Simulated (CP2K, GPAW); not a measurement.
# WC: 7 runs at one level of theory

```
W C
1.0
     2.90650    0.00000    0.00000
    -1.45325    2.51710    0.00000
     0.00000    0.00000    2.83660
W C
1 1
Direct
  0.00000 0.00000 0.00000
  0.66667 0.33333 0.50000
```

Alike in all runs: task band structure; functional PBE; k mesh 10 × 10 × 9; occupations fermi-dirac, width 0.05 eV; no spin polarisation; no spin-orbit coupling. Pressure is positive in compression and, in plane waves, holds the error of the finite cutoff.

```tsv
program and potentials	plane-wave cutoff (eV)	notes	pressure (GPa)
CP2K, POTENTIAL_UZH W GTH-SCAN-q14, C GTH-SCAN-q4; DZVP-MOLOPT-SR-GTH basis	-	atomic basis	-2.04
CP2K, GTH_POTENTIALS W GTH-PADE-q14, C GTH-PADE-q4; DZVP-MOLOPT-SR-GTH basis	-	atomic basis; potentials made for LDA	-20.85
CP2K, POTENTIAL_UZH W GTH-PBE0-q14, C GTH-PBE0-q4; DZVP-MOLOPT-SR-GTH basis	-	atomic basis	2.24
CP2K, GTH_POTENTIALS W GTH-PBE-q14, C GTH-PBE-q4; DZVP-MOLOPT-SR-GTH basis	-	atomic basis	1.76
CP2K, GTH_POTENTIALS W GTH-BLYP-q14, C GTH-BLYP-q4; DZVP-MOLOPT-SR-GTH basis	-	atomic basis	1.66
CP2K, POTENTIAL_UZH W GTH-PBE-q14, C GTH-PBE-q4; TZVP-MOLOPT-PBE-GTH basis	-	atomic basis	2.69
GPAW, GPAW PAW data sets (gpaw-data 1.2.1)	800	-	?
```

Estimate from the other rows what the run with GPAW, GPAW PAW data sets (gpaw-data 1.2.1) gave.

Pressure 5.37 GPa. The other rows, which needn't bracket it: pressure -20.85 to 2.69.
